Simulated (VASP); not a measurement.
# WS2 (R3m) in VASP: further runs

Runs on WS2. Level: HSE06. Tasks: single point.

Program: VASP 6.6.1. These are calculated values, not measurements. Logs are shortened: lines on timing, memory, paths and dates and some standing lists are left out, and cuts for length are marked.

### Step 1. The crystal as given

It takes space group R3m (No. 160, trigonal). The conventional cell has a = 3.158 Å, b = 3.158 Å, c = 18.490 Å, α = 90.00°, β = 90.00°, γ = 120.00°. W (site symmetry 3m) is surrounded by 6 S at 2.39 to 2.42 Å. Around S (site symmetry 3m) lie 3 W at 2.39 Å. Around S (site symmetry 3m) lie 3 W at 2.42 Å.

Measurements of this composition are mostly on another form, of space group No. 194.

### Step 2. Single point, HSE06, collinear spin, ferromagnetic start

Input file POSCAR:

```
WS2
1.0
    1.5790001700      0.9116361700      6.1633291500
   -1.5790001700      0.9116361700      6.1633291500
    0.0000000000     -3.6465446800     12.3266583000
W S
2 4
Direct
    0.0000000000      0.0000000000      0.0000000000
    0.0000000000      0.0000000000      0.5000000000
    0.7503000000      0.7503000000      0.3751500000
    0.5810000000      0.5810000000      0.2905000000
    0.7503000000      0.7503000000      0.8751500000
    0.5810000000      0.5810000000      0.7905000000
```

Input file INCAR.step1:

```
SYSTEM = WS2
ALGO     = Normal         ! electronic algorithm
EDIFF    = 1E-5           ! SCF threshold, eV
ENCUT    = 450            ! plane-wave cutoff, eV
GGA      = PE             ! functional
ISIF     = 2              ! what is computed and relaxed
ISMEAR   = 0              ! smearing method
ISPIN    = 2              ! spin polarisation
LASPH    = .True.         ! aspherical terms in the spheres
LMAXMIX  = 4              ! l up to which the mixer works
LORBIT   = 11             ! projections on sites
LREAL    = .False.        ! projectors in reciprocal space
LWAVE    = .True.         ! write WAVECAR
MAGMOM   = 0.5 0.5 0 0 0 0 ! initial moments
NELM     = 100            ! most SCF steps
PREC     = Accurate       ! precision mode
SIGMA    = 0.05           ! smearing width, eV
```

Input file INCAR.step2:

```
SYSTEM = WS2
ALGO     = Normal         ! electronic algorithm
EDIFF    = 1E-6           ! SCF threshold, eV
ENCUT    = 450            ! plane-wave cutoff, eV
GGA      = PE             ! functional
HFSCREEN = 0.2            ! screening, 1/A
ISIF     = 2              ! what is computed and relaxed
ISMEAR   = 0              ! smearing method
ISPIN    = 2              ! spin polarisation
ISTART   = 1            
LASPH    = .True.         ! aspherical terms in the spheres
LCHARG   = .True.         ! write CHGCAR
LELF     = .True.         ! ELF
LHFCALC  = .True.         ! exact exchange
LMAXMIX  = 4              ! l up to which the mixer works
LORBIT   = 11             ! projections on sites
LREAL    = .False.        ! projectors in reciprocal space
LVHAR    = .True.       
LWAVE    = .False.        ! write WAVECAR
MAGMOM   = 0.5 0.5 0 0 0 0 ! initial moments
NELM     = 100            ! most SCF steps
PREC     = Accurate       ! precision mode
PRECFOCK = Fast         
SIGMA    = 0.05           ! smearing width, eV
```

Input file KPOINTS:

```
k-points
0
Gamma
  3 3 2
  0 0 0
```

Potentials or basis: VASP PAW PBE potentials, release 64 (W_sv, S).

Command:

```console
$ cat potpaw_PBE.64/W_sv/POTCAR potpaw_PBE.64/S/POTCAR > POTCAR
$ cp INCAR.step1 INCAR
$ mpirun -np 1 vasp_std > vasp.out
$ cp INCAR.step2 INCAR
$ mpirun -np 1 vasp_std > vasp.out
```

OUTCAR:

```text
SYSTEM = WS2
   EDIFF = 1E-6
   ENCUT = 450
   GGA = PE
   HFSCREEN = 0.2
   ISIF = 2
   ISMEAR = 0
   ISPIN = 2
   ISTART = 1
   LASPH = .True.
   LHFCALC = .True.
   LORBIT = 11
   LREAL = .False.
   NELM = 100
   PREC = Accurate
   PRECFOCK = Fast

 ion  position               nearest neighbor table
   1  0.000  0.000  0.000-   3 2.39   5 2.39   5 2.39   4 2.42   6 2.42   6 2.42   2 3.16   2 3.16
                             2 3.16   2 3.16
   2  0.000  0.000  0.500-   5 2.39   3 2.39   3 2.39   6 2.42   4 2.42   4 2.42   1 3.16   1 3.16
                             1 3.16   1 3.16
   3  0.750  0.750  0.375-   1 2.39   2 2.39   2 2.39
   4  0.581  0.581  0.291-   1 2.42   2 2.42   2 2.42
   5  0.750  0.750  0.875-   2 2.39   1 2.39   1 2.39
   6  0.581  0.581  0.791-   2 2.42   1 2.42   1 2.42

  LATTYP: Found a base centered monoclinic cell.
 ALAT       =    12.4607715199
 B/A-ratio  =     0.2534353780
 C/A-ratio  =     0.4389629495
 COS(beta)  =    -0.1463209832

  Lattice vectors:

 A1 = (   1.5790001700,   0.9116361700,   6.1633291500)
 A2 = (  -1.5790001700,   0.9116361700,   6.1633291500)
 A3 = (   0.0000000000,  -5.4698170200,   0.0000000000)

Analysis of symmetry for initial positions (statically):
=====================================================================
 Subroutine PRICEL returns following result:

  LATTYP: Found a trigonal (rhomboedric) cell.
 ALAT       =     6.4273593532
 COS(alpha) =     0.8792939097
[... 12 lines left out ...]
 Subroutine GETGRP returns: Found  2 space group operations
 (whereof  2 operations were pure point group operations)
 out of a pool of  4 trial point group operations.

The static configuration has the point symmetry C_1h.

Analysis of symmetry for dynamics (positions and initial velocities):
=====================================================================
 Subroutine PRICEL returns following result:

  LATTYP: Found a trigonal (rhomboedric) cell.
 ALAT       =     6.4273593532
 COS(alpha) =     0.8792939097
[... 12 lines left out ...]
 Subroutine GETGRP returns: Found  2 space group operations
 (whereof  2 operations were pure point group operations)
 out of a pool of  4 trial point group operations.

The dynamic configuration has the point symmetry C_1h.

Analysis of structural, dynamic, and magnetic symmetry:
=====================================================================
 Subroutine PRICEL returns following result:

  LATTYP: Found a trigonal (rhomboedric) cell.
 ALAT       =     6.4273593532
 COS(alpha) =     0.8792939097
[... 12 lines left out ...]
 Subroutine GETGRP returns: Found  2 space group operations
 (whereof  2 operations were pure point group operations)
 out of a pool of  4 trial point group operations.

The overall configuration has the point symmetry C_1h.

 Subroutine INISYM returns: Found  2 space group operations
 (whereof  2 operations are pure point group operations),
 and found     2 'primitive' translations

----------------------------------------------------------------------------------------

                                     Primitive cell

  volume of cell :      53.2317

  direct lattice vectors                    reciprocal lattice vectors
     1.579000170  0.911636170  6.163329150     0.316656077  0.182821472  0.054083325
    -1.579000170  0.911636170  6.163329150    -0.316656077  0.182821472  0.054083325
     0.000000000 -1.823272340  6.163329150     0.000000000 -0.365642944  0.054083325

  length of vectors
     6.427359353  6.427359353  6.427359352     0.369621114  0.369621114  0.369621115

  position of ions in fractional coordinates (direct lattice)
     0.000000000  0.000000000  0.000000000
     0.750300000  0.750300000  0.750300000
     0.581000000  0.581000000  0.581000000

  ion indices of the primitive-cell ions
   primitive index   ion index
                 1           1
                 2           5
                 3           6

----------------------------------------------------------------------------------------

 KPOINTS: k-points

Automatic generation of k-mesh.
 Grid dimensions read from file:
 generate k-points for:    3    3    2

 Generating k-lattice:

  Cartesian coordinates                     Fractional coordinates (reciprocal lattice)
     0.105552026  0.060940491  0.018027775     0.333333333  0.000000000  0.000000000
    -0.105552026  0.060940491  0.018027775     0.000000000  0.333333333  0.000000000
     0.000000000 -0.091410736  0.013520831     0.000000000  0.000000000  0.500000000

[... 22 lines left out ...]
   number of dos      NEDOS =    301   number of ions     NIONS =      6
   total plane-waves  NPLWV = 207360
   dimension x,y,z NGX =    48 NGY =   48 NGZ =   90
   dimension x,y,z NGXF=    96 NGYF=   96 NGZF=  180
   ions per type =               2   4
   NGX,Y,Z   is equivalent  to a cutoff of  12.42, 12.42, 11.64 a.u.
   NGXF,Y,Z  is equivalent  to a cutoff of  24.83, 24.83, 23.28 a.u.
 SYSTEM =  WS2
   PREC   = accura    normal or accurate (medium, high low for compatibility)
   ISTART =      1    job   : 0-new  1-cont  2-samecut
   ICHARG =      0    charge: 1-file 2-atom 10-const
   ISPIN  =      2    spin polarized calculation?
   LNONCOLLINEAR =      F non collinear calculations
   LSORBIT =      F    spin-orbit coupling
   LASPH  =      T    aspherical Exc in radial PAW
   ENCUT  =  450.0 eV  33.07 Ry    5.75 a.u.  11.12 11.12 22.23*2*pi/ulx,y,z
   NELM   =    100;   NELMIN=  2; NELMDL=  0     # of ELM steps
   EDIFF  = 0.1E-05   stopping-criterion for ELM
   LREAL  =      F    real-space projection
   EDIFFG = 0.1E-04   stopping-criterion for IOM
   NSW    =      0    number of steps for IOM
   IBRION =     -1    ionic relax: 0-MD 1-quasi-New 2-CG
   NFREE  =      0    steps in history (QN), initial steepest desc. (CG)
   ISIF   =      2    stress and relaxation
   ISYM   =      3    0-nonsym 1-usesym 2-fastsym
   POTIM  = 0.5000    time-step for ionic-motion
   TEBEG  =    0.0;   TEEND  =   0.0 temperature during run
   PSTRESS=    0.0 pullay stress
   NELECT =      52.0000    total number of electrons
   NUPDOWN=      -1.0000    fix difference up-down
   EMIN   =  10.00;   EMAX   =-10.00  energy-range for DOS
   EFERMI =   0.00;   METHOD = LEGACY
   ISMEAR =     0;   SIGMA  =   0.05  broadening in eV -4-tet -1-fermi 0-gaus
   EFERMI_NEDOS =   21; number of points for ismear=-14 and -15
   IALGO  =     38    algorithm
   IMIX   =      1    mixing-type and parameters
     AMIX     =   0.40;   BMIX     =  1.00
     AMIX_MAG =   1.60;   BMIX_MAG =  1.00
  volume/ion in A,a.u.               =      17.74       119.74
  Fermi-wavevector in a.u.,A,eV,Ry     =   1.289266  2.436359 22.615694  1.662207
  Thomas-Fermi vector in A             =   2.421169
   LORBIT       =     11    0 simple, 1 ext, 2 COOP (PROOUT), +10 PAW based schemes
   GGA     = PE    functional components
   LHFCALC =     T    Hartree Fock is set to
   PRECFOCK=fast      Normal, Fast or Accurate (Low or Medium for compatibility)
   ENCUT4O =  -1.0   cutoff for four orbital integrals eV
   NKREDX  =     1    reduce k-point grid by
   NKREDY  =     1    reduce k-point grid by
   NKREDZ  =     1    reduce k-point grid by
   AEXX    =    0.2500 exact exchange contribution
   HFSCREEN=    0.2000 screening length (either q_TF or 0.3 A-1)
   HFSCREENC=   0.2000 screening length for correlation (either q_TF or 0.3 A-1)
   ENCUTFOCK=  -1.0 apply spherical cutoff to Coloumb kernel
   IVDW    =     0    specifies the selected vdW correction
   LEPSILON=     F    determine dielectric tensor
   LRPA    =     F    only Hartree local field effects (RPA)
 spin polarized calculation
 Gauss-broadening in eV      SIGMA  =   0.05
  energy-cutoff  :      450.00
  volume of cell :      106.46
 maximum number of plane-waves:      2321
 NGX is ok and might be reduce to    48
  NGX = 24; NGY = 24; NGZ = 48

 number of electron      52.0000004 magnetization      -0.0000000

 number of electron      52.0000004 magnetization       0.0000000

 Free energy of the ion-electron system (eV)
  ---------------------------------------------------
  ext. energy  EPLUGINS =         0.00000000
  ---------------------------------------------------
  free energy    TOTEN  =       -56.31404403 eV

  energy without entropy =      -56.31404403  energy(sigma->0) =      -56.31404403

 E-fermi :   7.1169     XC(G=0):  -9.0053

 val. band max:        6.7289025307   @ k =   0.3333   0.3333   0.5000
 cond. band min:       8.9085698294   @ k =  -0.3333   0.3333   0.0000
 fundamental gap:      2.1796672987
 Fermi energy:         7.1169446423

 spin component 1

 k-point     1 :       0.0000    0.0000    0.0000
  band No.  band energies     occupation
      1     -71.5264      1.00000
      2     -71.5020      1.00000
      3     -34.5663      1.00000
      4     -34.3504      1.00000
      5     -34.2674      1.00000
      6     -34.1969      1.00000
[... 269 lines left out ...]
     31      10.9568      0.00000
     32      10.9568      0.00000
 Fermi energy:         7.1169446423

 spin component 2

 k-point     1 :       0.0000    0.0000    0.0000
  band No.  band energies     occupation
      1     -71.5264      1.00000
      2     -71.5020      1.00000
      3     -34.5663      1.00000
      4     -34.3504      1.00000
      5     -34.2674      1.00000
      6     -34.1969      1.00000
[... 269 lines left out ...]
     31      10.9568      0.00000
     32      10.9568      0.00000

------------------------ aborting loop because EDIFF is reached ----------------------------------------

  FORCE on cell =-STRESS in cart. coord.  units (eV):
  Direction    XX          YY          ZZ          XY          YZ          ZX
  --------------------------------------------------------------------------------------
  -------------------------------------------------------------------------------------
  Total        0.4496667     -1.0754784     -0.5803707      0.0000000      0.1445061      0.0000000
  in kB        6.7670741    -16.1849724     -8.7340518      0.0000000      2.1746850      0.0000000
  external PRESSURE =      -6.0506500 kB  Pullay stress =       0.0000000 kB

 VOLUME and BASIS-vectors are now :
 -----------------------------------------------------------------------------
  energy-cutoff  :      450.00
  volume of cell :      106.46
      direct lattice vectors                 reciprocal lattice vectors
     1.579000170  0.911636170  6.163329150     0.316656077  0.182821472  0.054083325
    -1.579000170  0.911636170  6.163329150    -0.316656077  0.182821472  0.054083325
     0.000000000 -3.646544680 12.326658300     0.000000000 -0.182821472  0.027041662

 POSITION                                       TOTAL-FORCE (eV/Angst)
 -----------------------------------------------------------------------------------
      0.00000      0.00000      0.00000         0.000000      0.161787     -0.633080
      0.00000     -1.82327      6.16333         0.000000      0.161787     -0.633080
      0.00000      0.00000     13.87304         0.000000     -0.099116     -0.118143
      0.00000      0.00000     10.74268         0.000000     -0.062671      0.751223
      0.00000     -1.82327     20.03637         0.000000     -0.099116     -0.118143
      0.00000     -1.82327     16.90601         0.000000     -0.062671      0.751223
 -----------------------------------------------------------------------------------
    total drift:                               -0.000001      0.000023      0.000020

  FREE ENERGIE OF THE ION-ELECTRON SYSTEM (eV)
  ---------------------------------------------------
  free  energy   TOTEN  =       -56.3140440253 eV

  energy  without entropy=      -56.3140440253  energy(sigma->0) =      -56.31404403

 total charge

# of ion       s       p       d       tot
------------------------------------------
    1        2.311   6.348   3.358  12.017
    2        2.311   6.348   3.358  12.017
    3        1.354   2.386   0.000   3.741
    4        1.356   2.369   0.000   3.725
    5        1.354   2.386   0.000   3.741
    6        1.356   2.369   0.000   3.725
--------------------------------------------------
tot         10.043  22.207   6.716  38.966

 magnetization (x)

# of ion       s       p       d       tot
------------------------------------------
    1        0.000   0.000   0.000   0.000
    2        0.000   0.000   0.000   0.000
    3       -0.000  -0.000   0.000  -0.000
    4       -0.000  -0.000   0.000  -0.000
    5       -0.000  -0.000   0.000  -0.000
    6       -0.000  -0.000   0.000  -0.000
--------------------------------------------------
tot         -0.000  -0.000   0.000   0.000
```

Wall time 31 min (1 thread of Intel Xeon 6975P-C (Granite Rapids), shared host); peak memory 0.74 GiB.

Results:

```
Free energy                                           : -56.3140 eV
Pressure                                              : -0.6 GPa
Largest force                                         : 0.754 eV/Å
Band gap on the k mesh                                : 2.18 eV
Net moment                                            : 0.00 μB per cell
Valence electrons inside the program's atomic spheres : W 12.02; S 3.74, 3.73
```

Forces in eV/Å, atoms in the order of the input:
```
W    0.000  0.162 -0.633
W    0.000  0.162 -0.633
S    0.000 -0.099 -0.118
S    0.000 -0.063  0.751
S    0.000 -0.099 -0.118
S    0.000 -0.063  0.751
```

Levels at points of the mesh, in eV from the valence-band top:
Spin up:
```tsv
k point	band 24	band 25	band 26	band 27	band 28	band 29
(0.00, 0.00, 0.00)	-1.55	-1.48	-0.89	3.31	3.31	3.45
(0.00, 0.00, 0.50)	-1.88	-1.38	-1.38	2.37	2.37	3.09
```
Spin down:
```csv
k point,band 22,band 23,band 24,band 25,band 26,band 27,band 28,band 29,band 30,band 31
"(0.00, 0.00, 0.00)",-2.15,-1.72,-1.55,-1.48,-0.89,3.31,3.31,3.45,3.65,3.67
"(0.00, 0.00, 0.50)",-2.59,-1.88,-1.88,-1.38,-1.38,2.37,2.37,3.09,3.09,4.08
```

Caveat: the k mesh is coarse (spacing up to 0.77 Å⁻¹), so the values aren't converged, least of all with exact exchange; the PAW data sets were made with another functional, which shifts forces and pressure a little; spin-orbit coupling is left out, which moves the levels of the heavy elements; an odd mesh through Γ misses points on the zone boundary, where band edges often lie.

### Step 3. Single point, HSE06, collinear spin, antiferromagnetic start

POSCAR is that of step 2.

Input file INCAR.step1:

```
ALGO     = Normal         # electronic algorithm
EDIFF    = 1E-5           # SCF threshold, eV
ENCUT    = 450            # plane-wave cutoff, eV
GGA      = PE             # functional
ISIF     = 2              # what is computed and relaxed
ISMEAR   = 0              # smearing method
ISPIN    = 2              # spin polarisation
LASPH    = T              # aspherical terms in the spheres
LCHARG   = F              # write CHGCAR
LMAXMIX  = 4              # l up to which the mixer works
LORBIT   = 11             # projections on sites
LREAL    = F              # projectors in reciprocal space
LWAVE    = T              # write WAVECAR
MAGMOM   = 0.5 -0.5 0 0 0 0 # initial moments
NELM     = 60             # most SCF steps
PREC     = Accurate       # precision mode
SIGMA    = 0.05           # smearing width, eV
```

Input file INCAR.step2:

```
ALGO     = Normal         # electronic algorithm
EDIFF    = 1E-6           # SCF threshold, eV
ENCUT    = 450            # plane-wave cutoff, eV
GGA      = PE             # functional
HFSCREEN = 0.2            # screening, 1/A
ISIF     = 2              # what is computed and relaxed
ISMEAR   = 0              # smearing method
ISPIN    = 2              # spin polarisation
ISTART   = 1            
LASPH    = T              # aspherical terms in the spheres
LCHARG   = F              # write CHGCAR
LHFCALC  = T              # exact exchange
LMAXMIX  = 4              # l up to which the mixer works
LORBIT   = 11             # projections on sites
LREAL    = F              # projectors in reciprocal space
LWAVE    = F              # write WAVECAR
MAGMOM   = 0.5 -0.5 0 0 0 0 # initial moments
NELM     = 60             # most SCF steps
PREC     = Accurate       # precision mode
PRECFOCK = Fast         
SIGMA    = 0.05           # smearing width, eV
```

Input file KPOINTS:

```
k-points
0
Gamma
  3 3 2
```

Potentials or basis: VASP PAW PBE potentials, release 64 (W_sv, S).

Command:

```console
$ cat potpaw_PBE.64/W_sv/POTCAR potpaw_PBE.64/S/POTCAR > POTCAR
$ cp INCAR.step1 INCAR
$ mpirun -np 1 vasp_std > vasp.out
$ cp INCAR.step2 INCAR
$ mpirun -np 1 vasp_std > vasp.out
```

Wall time 36 min (1 thread of Intel Xeon Platinum 8488C (Sapphire Rapids), shared host); peak memory 0.73 GiB.

It converged, with:

```yaml
Free_energy: -56.3140 eV
Pressure: -0.6 GPa
Largest_force: 0.754 eV/Å
Band_gap_on_the_k_mesh: 2.18 eV
Net_moment: 0.00 μB per cell
Valence_electrons_inside_the_program's_atomic_spheres: W 12.02; S 3.74, 3.73
```

Forces in eV/Å, atoms in the order of the input:
```
W    0.000  0.162 -0.633
W    0.000  0.162 -0.633
S    0.000 -0.099 -0.118
S    0.000 -0.063  0.751
S    0.000 -0.099 -0.118
S    0.000 -0.063  0.751
```

Stress tensor (GPa, compression positive):
```
 0.68  0.00  0.00
 0.00 -1.62  0.22
 0.00  0.22 -0.87
```

Levels at points of the mesh, in eV from the valence-band top:
Spin up:
```tsv
k point	band 23	band 24	band 25	band 26	band 27	band 28	band 29	band 30
(0.00, 0.00, 0.00)	-1.72	-1.55	-1.48	-0.89	3.31	3.31	3.45	3.65
(0.00, 0.00, 0.50)	-1.88	-1.88	-1.38	-1.38	2.37	2.37	3.09	3.09
```
Spin down:
```
           k point  band 22  band 23  band 24  band 25  band 26  band 27  band 28  band 29  band 30  band 31
(0.00, 0.00, 0.00)    -2.15    -1.72    -1.55    -1.48    -0.89     3.31     3.31     3.45     3.65     3.67
(0.00, 0.00, 0.50)    -2.59    -1.88    -1.88    -1.38    -1.38     2.37     2.37     3.09     3.09     4.08
```

Caveat: the k mesh is coarse (spacing up to 0.77 Å⁻¹), so the values aren't converged, least of all with exact exchange; the PAW data sets were made with another functional, which shifts forces and pressure a little; spin-orbit coupling is left out, which moves the levels of the heavy elements; an odd mesh through Γ misses points on the zone boundary, where band edges often lie.
